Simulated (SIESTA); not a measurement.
Runs of SIESTA 5.4.2 on HfB2. Symmetry: P6/mmm, No. 191, hexagonal system. The conventional cell has a = 3.140 Å, b = 3.140 Å, c = 3.480 Å, α = 90.00°, β = 90.00°, γ = 120.00°. Hf (site symmetry 6/mmm) is surrounded by 12 B at 2.51 Å. B (site symmetry -6m2) is surrounded by 3 B at 1.81 Å. 

```csv
task,level,potentials or basis,spin,cell,gap on the mesh (eV),pressure (GPa)
single point,PBEsol,"PseudoDojo 0.4 standard (PBEsol files), DZP (energy shift 0.003 Ry; two zetas on semicore shells)",off,"atoms moved at random, drawn with an rms of 0.05 Å",none,-2.0
single point,PBEsol,"PseudoDojo 0.4 standard (PBEsol files), DZP (energy shift 0.003 Ry; two zetas on semicore shells)",off,as given,none,-2.9
band structure,PBEsol,"PseudoDojo 0.4 standard (PBEsol files), DZP (energy shift 0.003 Ry; two zetas on semicore shells)",off,as given,none,-2.9
band structure,PBE,"PseudoDojo 0.4 standard (PBE files, fully relativistic), DZP (energy shift 0.003 Ry; two zetas on semicore shells)","non-collinear, zero start, SOC",as given,none,(a)
band structure,PBE,"PseudoDojo 0.4 standard (PBE files), DZP (energy shift 0.003 Ry; two zetas on semicore shells)",off,as given,none,2.6
```

Alike in all rows: k mesh 10 × 10 × 8; smearing fermi-dirac 0.05 eV; grid cutoff 800 Ry; energy shift 0.003 Ry.

Q: Fill in the values left out.

A: (a) 1.1.

Caveats: short orbitals over semicore shells can move pressures by several GPa; the basis of atomic orbitals isn't converged, which shifts pressures, moduli and gaps; spin-orbit coupling is left out, which moves the levels of the heavy elements (some runs).

A k mesh can miss the band edges, and rows without SOC leave out spin-orbit coupling on Hf.

A gap of «none» marks a metal or a gap under the smearing width.
